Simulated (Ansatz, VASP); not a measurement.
Two plane-wave programs on Tl

```xyz
1
Lattice="-1.9410 1.9410 1.9410 1.9410 -1.9410 1.9410 1.9410 1.9410 -1.9410" Properties=species:S:1:pos:R:3 pbc="T T T"
Tl    0.0000    0.0000    0.0000
```

Alike in both runs: task electric field gradients; functional PBEsol; k mesh 13 × 13 × 13; occupations fermi-dirac, width 0.05 eV; no spin polarisation.

|  | VASP | Ansatz |
| --- | --- | --- |
| version | VASP 6.6.1 | Ansatz 0.2.0 |
| potentials or method | VASP PAW PBE potentials, release 64 (Tl_d) | PAW with Ansatz's default frozen-core files, scalar-relativistic |
| plane-wave cutoff (eV) | 520 | 420 |
| valence electrons in the cell | 13 | 13 |

```csv
,VASP,Ansatz,Ansatz less VASP
pressure (GPa),-0.8,-0.8,+0.06
Vzz of the field gradient on the site that differs most (V/Å²),0.0,0.0,0.00
```

Ansatz warned: «gradients_without_spin_orbit».

Caveats: the PAW data sets were made with another functional, which shifts forces and pressure a little (VASP). The runs have no spin-orbit coupling, so splittings on Tl are missing.
